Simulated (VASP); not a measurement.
Crystal: Nb.

```
Nb
1.0
     0.00000    2.08008    2.08008
     2.08008    0.00000    2.08008
     2.08008    2.08008    0.00000
Nb
1
Cartesian
  0.0000 0.0000 0.0000
```

This isn't the form of Nb at room conditions, which is bcc.

| Property | Result |
| --- | --- |
| Program | VASP 6.6.1 |
| Task | relaxation of cell and atoms |
| Functional | r2SCAN |
| Potentials or basis | VASP PAW PBE potentials, release 64 (Nb_sv) |
| Cutoff | 600 eV |
| k mesh | 18 × 18 × 18 |
| Occupations | gaussian, width 0.1 eV |
| Spin | no spin polarisation |

At the start: pressure 6.6 GPa; volume 18.00 Å³/atom.

Problem. How do energy, volume and symmetry change on relaxing?

Solution. Over 4 steps the energy falls by 13.6 meV/atom and the volume is 18.67 Å³/atom (+3.7 %); space group Fm-3m (No. 225, to 0.05 Å).

The path:
| step | energy change (eV) | largest force (eV/Å) | pressure (GPa) | volume (Å³) |
| --- | --- | --- | --- | --- |
| 1 | 0.0000 | 0.0000 | 6.64 | 18.00 |
| 2 | 0.0323 | 0.0000 | -10.39 | 20.02 |
| 3 | -0.0136 | 0.0000 | -0.13 | 18.69 |
| 4 | -0.0136 | 0.0000 | 0.00 | 18.67 |

Final structure:
```
Nb
1.0
     0.00000    2.10576    2.10576
     2.10576    0.00000    2.10576
     2.10576    2.10576    0.00000
Nb
1
Direct
  0.00000 0.00000 0.00000
```

Caveat: the PAW data sets were made with another functional, which shifts forces and pressure a little.
